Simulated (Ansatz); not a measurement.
The parent structure is GeO2 in the rutile structure (space group P4_2/mnm, No. 136).

```
CELL_PARAMETERS angstrom
      4.48750     0.00000     0.00000
      0.00000     4.48750     0.00000
      0.00000     0.00000     2.90497
ATOMIC_POSITIONS crystal
  Ge 0.00000 0.00000 0.00000
  Ge 0.50000 0.50000 0.50000
  O  0.30714 0.30714 0.00000
  O  0.80714 0.19286 0.50000
  O  0.19286 0.80714 0.50000
  O  0.69286 0.69286 0.00000
```

Cartesian axes are those of the cell as printed.

The values are results of PBE (Ansatz, an electronic-structure program), spin-orbit coupling left out, not measurements.

Base values:

| Property | Result |
|---|---|
| Electron mass | 0.19 mₑ along c, 0.22 mₑ across (at Γ) |
| Band gap | 1.23 eV |
| Shortest interatomic distance | 1.899 Å |

Perturbation: compressive biaxial strain of 0.37 % in the plane normal to [001], as in epitaxy on a mismatched substrate; the out-of-plane cell vector and the atoms relax.

**Question.** How does this affect the electron mass, band gap, shortest interatomic distance, out-of-plane strain and in-plane stress?

**Answer.** The electron mass becomes 0.19 mₑ out of plane, 0.22 mₑ in plane (at Γ) (base: 0.19 mₑ along c, 0.22 mₑ across (at Γ)); the band gap rises by 0.027 eV to 1.25 eV; the shortest interatomic distance stays essentially unchanged (1.899 Å against 1.900 Å); the out-of-plane strain is +0.23 %; the mean in-plane stress (compression positive) is +1.2 GPa.

Masses are band curvatures over ±0.01 Å⁻¹ around the edge. Stability against distortions was not tested.
